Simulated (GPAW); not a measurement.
# CoO (Pm-3m) in GPAW: a series of runs

The runs below take CoO through single point, with PBE+U.

All numbers are computed with GPAW 26.7.0; they aren't measurements. Logs are shortened: lines on timing, memory, paths and dates and some standing lists are left out, and cuts for length are marked. The log counts tension as positive stress, the text compression.

### 1 The crystal as given

The structure is cubic, space group Pm-3m (No. 221). Conventional cell: a = 2.571 Å, b = 2.571 Å, c = 2.571 Å, α = 90.00°, β = 90.00°, γ = 90.00°. Co (site symmetry m-3m) has 8 O at 2.23 Å as nearest neighbours. O (site symmetry m-3m) has 8 Co at 2.23 Å as nearest neighbours.

Measurements of this composition are mostly on another form, of space group No. 225.

### 2 Single point, PBE+U, collinear spin, ferromagnetic start

File run.py:

```python
from ase.dft.bandgap import bandgap
from ase.io import read, write
from ase.units import GPa
from gpaw import GPAW, PW

atoms = read('CoO.xyz')
atoms.set_initial_magnetic_moments([2.0, 2.0, 0.0, 0.0])

calc = GPAW(mode=PW(800),
            xc='PBE',
            kpts={'size': (5, 10, 10), 'gamma': True},
            occupations={'name': 'fermi-dirac', 'width': 0.05},
            setups={'Co': ':d,1.0'},
            nbands=30,
            convergence={'density': 1e-05, 'energy': 1e-05},
            maxiter=150,
            txt='gpaw.txt')
atoms.calc = calc
energy = atoms.get_potential_energy()
forces = atoms.get_forces()
stress = atoms.get_stress()
calc.write('gs.gpw')
write('result.traj', atoms)
print(f'Energy: {energy:.6f} eV')
print('Forces (eV/A):')
print(forces.round(4))
print('Stress (GPa):', (stress / GPa).round(3))
print('Moments:', calc.get_magnetic_moments().round(3))
print('Fermi level:', round(calc.get_fermi_level(), 4), 'eV')
print(f'Gap: {bandgap(calc)[0]:.4f} eV, direct: {bandgap(calc, direct=True)[0]:.4f} eV')
```

File CoO.xyz:

```xyz
4
Lattice="5.1410526200 0.0000000000 0.0000000000 0.0000000000 2.5705263100 0.0000000000 0.0000000000 0.0000000000 2.5705263100" Properties=species:S:1:pos:R:3 pbc="T T T"
Co     0.0000000000      0.0000000000      0.0000000000
Co     2.5705263100      0.0000000000      0.0000000000
O      1.2852631550      1.2852631550      1.2852631550
O      3.8557894650      1.2852631550      1.2852631550
```

Potentials or basis: GPAW PAW data sets (gpaw-data 1.2.1), pw.

On the command line:

```bash
$ OMP_NUM_THREADS=1 python run.py
```

gpaw.txt:

```text
__  _  _
 | _ |_)|_||  |
 |__||  | ||/\| - 26.7.0

Input parameters:
  mode=PW(ecut=800.0),
  convergence={'density': 1e-05, 'energy': 1e-05},
  kpts=MonkhorstPack(size=(5, 10, 10), gamma=True),
  maxiter=150,
  nbands=30,
  occupations=Occupations(name='fermi-dirac', width=0.05),
  setups={'Co': ':d,1.0'},
  xc=XC(name='PBE')

Diagonalizing LCAO Hamiltonian
Converting LCAO to pw mode
   .------------.
  /|            |
 * |            |
 | .-O------O---.
 |/            /
 Co----Co-----*

Atoms  # Å, Bohr magnetons
|   | symbol |        x |        y |        z |    initial magnetic moments |
|---|--------|----------|----------|----------|-----------------------------|
| 0 |     Co | 0.000000 | 0.000000 | 0.000000 | ( 0.0000,  0.0000,  2.0000) |
| 1 |     Co | 2.570526 | 0.000000 | 0.000000 | ( 0.0000,  0.0000,  2.0000) |
| 2 |      O | 1.285263 | 1.285263 | 1.285263 | ( 0.0000,  0.0000,  0.0000) |
| 3 |      O | 3.855789 | 1.285263 | 1.285263 | ( 0.0000,  0.0000,  0.0000) |

Unit cell  # Å
| periodic |        x |        y |        z |  lengths |    angles |
|----------|----------|----------|----------|----------|-----------|
|      yes | 5.141053 | 0.000000 | 0.000000 | 5.141053 | 90.000000 |
|      yes | 0.000000 | 2.570526 | 0.000000 | 2.570526 | 90.000000 |
|      yes | 0.000000 | 0.000000 | 2.570526 | 2.570526 | 90.000000 |

Number of symmetries: 16
Symmetry operations  # r_c * U_cc + t_c -> r_c
|    | kind |            matrix            |
|----|------|------------------------------|
|  0 |  E   |  1, 0, 0,  0, 1, 0,  0, 0, 1 |
|  1 |  σ   |  1, 0, 0,  0, 1, 0,  0, 0,-1 |
|  2 |  σ   |  1, 0, 0,  0, 0, 1,  0, 1, 0 |
|  3 |  C4  |  1, 0, 0,  0, 0, 1,  0,-1, 0 |
|  4 |  C4  |  1, 0, 0,  0, 0,-1,  0, 1, 0 |
|  5 |  σ   |  1, 0, 0,  0, 0,-1,  0,-1, 0 |
|  6 |  σ   |  1, 0, 0,  0,-1, 0,  0, 0, 1 |
|  7 |  C2  |  1, 0, 0,  0,-1, 0,  0, 0,-1 |
|  8 |  σ   | -1, 0, 0,  0, 1, 0,  0, 0, 1 |
|  9 |  C2  | -1, 0, 0,  0, 1, 0,  0, 0,-1 |
| 10 |  C2  | -1, 0, 0,  0, 0, 1,  0, 1, 0 |
| 11 |  S4  | -1, 0, 0,  0, 0, 1,  0,-1, 0 |
| 12 |  S4  | -1, 0, 0,  0, 0,-1,  0, 1, 0 |
| 13 |  C2  | -1, 0, 0,  0, 0,-1,  0,-1, 0 |
| 14 |  C2  | -1, 0, 0,  0,-1, 0,  0, 0, 1 |
| 15 |  i   | -1, 0, 0,  0,-1, 0,  0, 0,-1 |

BZ-sampling:
  Number of BZ points: 500
  Number of IBZ points: 63

  Monkhorst-Pack size: [5, 10, 10]
  Monkhorst-Pack shift: [0.0, 0.05, 0.05]

K-points  # in reciprocal-cell coordinates
|     |                                coordinates |     weight |
|-----|--------------------------------------------|------------|
|   0 | (  0.00000000,   0.00000000,   0.00000000) | 0.00200000 |
|   1 | (  0.00000000,   0.10000000,   0.00000000) | 0.00800000 |
|   2 | (  0.00000000,   0.10000000,   0.10000000) | 0.00800000 |
|   3 | (  0.00000000,   0.20000000,   0.00000000) | 0.00800000 |
|   4 | (  0.00000000,   0.20000000,   0.10000000) | 0.01600000 |
|   5 | (  0.00000000,   0.20000000,   0.20000000) | 0.00800000 |
|   6 | (  0.00000000,   0.30000000,   0.00000000) | 0.00800000 |
|   7 | (  0.00000000,   0.30000000,   0.10000000) | 0.01600000 |
|   8 | (  0.00000000,   0.30000000,   0.20000000) | 0.01600000 |
|   9 | (  0.00000000,   0.30000000,   0.30000000) | 0.00800000 |
| ... |                                            |            |
|  62 | (  0.40000000,   0.50000000,   0.50000000) | 0.00400000 |

Plane wave coefficients: 1784
Cutoff: 800.0 eV

Spin-components: 2 (collinear spins)
Bands:           30
Projectors:      22
Spin-degeneracy: 1
Datatype:        complex128

Parallelization:
  kpt:    1
  domain: 1
  band:   1

Density:
  Valence electrons: 30.0
  Components: 2
  Grid points: [35 18 18]
  Charge: 0.0  # |e|

Potential:
  Grid points: [35 18 18]

species:
  Co:
    name:    Cobalt
    Z:       27.0
    valence: 9
    core:    18
    charge:  0.0  # [|e|]
    Hubbard: {U: 1.0,  # eV
              l: 2,
              scale: True}
    compensation charges:
      type: gauss
      rc: 0.32  # [Å]
      lmax: 2
    cutoffs:
      filter: 1.87  # [Å]
      core: 2.55  # [Å]
    projectors
    | kind |    occ | energy [eV] | rcut [Å] |
    |------|--------|-------------|----------|
    |   4s |  2.000 |      -5.469 |    1.005 |
    |   4p |  0.000 |      -1.277 |    1.058 |
    |   3d |  7.000 |      -8.205 |    1.005 |
    |    s |        |      21.742 |    1.005 |
    |    p |        |      25.934 |    1.058 |
    |    d |        |      19.007 |    1.005 |

    Using partial waves for Co as LCAO basis

  O:
    name:    Oxygen
    Z:       8.0
    valence: 6
    core:    2
    charge:  0.0  # [|e|]
    compensation charges:
      type: gauss
      rc: 0.21  # [Å]
      lmax: 2
    cutoffs:
      filter: 1.17  # [Å]
      core: 0.83  # [Å]
    projectors
    | kind |    occ | energy [eV] | rcut [Å] |
    |------|--------|-------------|----------|
    |   2s |  2.000 |     -23.961 |    0.688 |
    |   2p |  4.000 |      -9.029 |    0.598 |
    |    s |        |       3.251 |    0.688 |
    |    p |        |      18.182 |    0.598 |
    |    d |        |       0.000 |    0.619 |

    Using partial waves for O as LCAO basis

Reference energy: -79887.124414  # eV

eigensolver:
  PPCG
  Converge bands: occupied
  niter=2

density mixing:
  MSR1-Mixer
  Pratt-step length: 0.05
  Maximum mixing coefficient: 0.75
  Old densities: 10
  SVD Regularization: 0.005
  Good broyden scale: 1.0
  Trust region scale: 1.0
  Backstep threshold: 4.0
  History deletion threshold: 6.0
  Fourier metric: weight=20.0, sigma=0.015

occupation numbers:
  Fermi-Dirac:
    width: 0.0500  # eV

poisson solver:
  ecut: 6400.0  # eV

xc functional:
  name: PBE with 2 nearest neighbor stencil

convergence criteria:
- Maximum integral of absolute [dens]ity change: 1e-05 electrons / valence electron
- Maximum [total energy] change in last 3 cyles: 1e-05 eV / valence electron
- Maximum integral of absolute [eigenst]ate change: 4e-08 eV^2 / valence electron
maximum number of iterations: 150

SCF iterations
|iter     | |      energy | eigst |  dens |  magmom |
|---------|-|-------------|-------|-------|---------|
|iter:   1| |  -26.681878 | +0.12 |       |  +4.0031|
|iter:   2| |  -26.389144 | -2.12 | -0.81 |  +4.1027|
|iter:   3| |  -26.278735 | -1.91 | -0.85 |  +5.0877|
|iter:   4| |  -26.528823 | -2.25 | -1.23 |  +5.7089|
|iter:   5| |  -26.713663 | -2.64 | -1.33 |  +5.7619|
|iter:   6| |  -26.540666 | -2.79 | -1.11 |  +5.9455|
|iter:   7| |  -26.575692 | -3.30 | -1.83 |  +6.0317|
|iter:   8| |  -26.632858 | -3.99 | -2.15 |  +6.0154|
|iter:   9| |  -26.791208 | -2.44 | -2.12 |  +5.9811|
|iter:  10| |  -26.763084 | -2.85 | -1.91 |  +5.9947|
|iter:  11| |  -26.682414 | -3.68 | -2.17 |  +6.0046|
|iter:  12| |  -26.733844 | -4.11 | -2.14 |  +6.0018|
|iter:  13| |  -26.811600 | -2.81 | -2.17 |  +5.9814|
|iter:  14| |  -26.829404 | -3.69 | -2.25 |  +5.9928|
|iter:  15| |  -26.825457 | -4.57 | -2.81 |  +5.9981|
|iter:  16| |  -26.828796 | -4.19 | -2.71 |  +5.9931|
|iter:  17| |  -26.829334 | -5.24 | -3.00 |  +5.9972|
|iter:  18| |  -26.829290 | -6.43 | -3.58 |  +5.9993|
|iter:  19| |  -26.829305c| -7.67c| -3.98 |  +5.9999|
|iter:  20| |  -26.829317c| -7.72c| -4.35 |  +6.0001|
|iter:  21| |  -26.829314c| -7.73c| -4.98 |  +6.0000|
|iter:  22| |  -26.829315c| -8.90c| -5.52c|  +6.0000|

Converged in 22 steps
Energy contributions relative to reference atoms: (reference = -79887.124414)

Energy contributions:
  Kinetic:          72.177626
  Coulomb:         -59.812637
  Zero:              0.174335
  External:          0.000000
  Xc:              -39.367713
  Entropy:          -0.001852
  Spinorbit:         0.000000
  ----------------------------
  Free energy:     -26.830241
  Extrapolated:    -26.829315

dipole moment: (-13.670602, -13.670601, -13.670601)  # |e|*Ang

Total magnetic moment: (0.000000, 0.000000, 6.000005)

Local magnetic moments
|        x |        y |        z |
|----------|----------|----------|
| 0.000000 | 0.000000 | 2.536701 |  # Co   0
| 0.000000 | 0.000000 | 2.536701 |  # Co   1
| 0.000000 | 0.000000 | 0.278520 |  # O    2
| 0.000000 | 0.000000 | 0.278520 |  # O    3

Fermi level: 10.637
Eigenvalues  # (at kpt = [0.000, 0.000, 0.000])
| band index |      eig [eV] | occ [0-1] |      eig [eV] | occ [0-1] |
|------------|---------------|-----------|---------------|-----------|
|          0 |       -10.265 |     1.000 |        -9.699 |     1.000 |
|        ... |               |           |               |           |
|          7 |         6.127 |     1.000 |         7.519 |     1.000 |
|          8 |         7.098 |     1.000 |         8.292 |     1.000 |
|          9 |         7.098 |     1.000 |         8.292 |     1.000 |
|         10 |         7.098 |     1.000 |         8.292 |     1.000 |
|         11 |         7.179 |     1.000 |        10.348 |     0.997 |
|         12 |         7.630 |     1.000 |        11.725 |     0.000 |
[... 8 lines left out ...]
|         21 |        26.070 |     0.000 |        26.507 |     0.000 |
|         22 |        26.070 |     0.000 |        26.507 |     0.000 |
|        ... |               |           |               |           |
|         29 |        32.818 |     0.000 |        33.275 |     0.000 |

Gap: 0.154 eV
Transition (v -> c):
  (s=1, k=20, n=11, [0.00, 0.50, 0.50]) -> (s=1, k=15, n=12, [0.00, 0.50, 0.00])
Direct/indirect transitions are different
Direct gap: 0.154 eV
Transition at: (s=1, k=20, n=11, [0.00, 0.50, 0.50])

Forces  # eV/Ang
|        x |       y |       z |
|----------|---------|---------|
|  0.00000 | 0.00000 | 0.00000 |  # Co   0
| -0.00000 | 0.00000 | 0.00000 |  # Co   1
| -0.00006 | 0.00000 | 0.00000 |  # O    2
|  0.00006 | 0.00000 | 0.00000 |  # O    3

Stress tensor  # eV/Ang^3
|         x |         y |         z |
|-----------|-----------|-----------|
| -0.124486 |  0.000000 |  0.000000 |
|  0.000000 | -0.124489 |  0.000000 |
|  0.000000 |  0.000000 | -0.124489 |

# Writing to gs.gpw (mode='')
```

Run time: 4 min. Hardware: 1 thread of Arm Neoverse V2, shared host; peak memory 0.28 GiB.

What came out:

* Free energy: -26.8302 eV
* Pressure: 19.9 GPa
* Band gap on the k mesh: 0.15 eV
* Net moment: 6.00 μB per cell
* Site moments: Co +2.54; O +0.28 μB

Caveat: an odd mesh through Γ misses points on the zone boundary, where band edges often lie.

(Continued in part 2 of 2.)
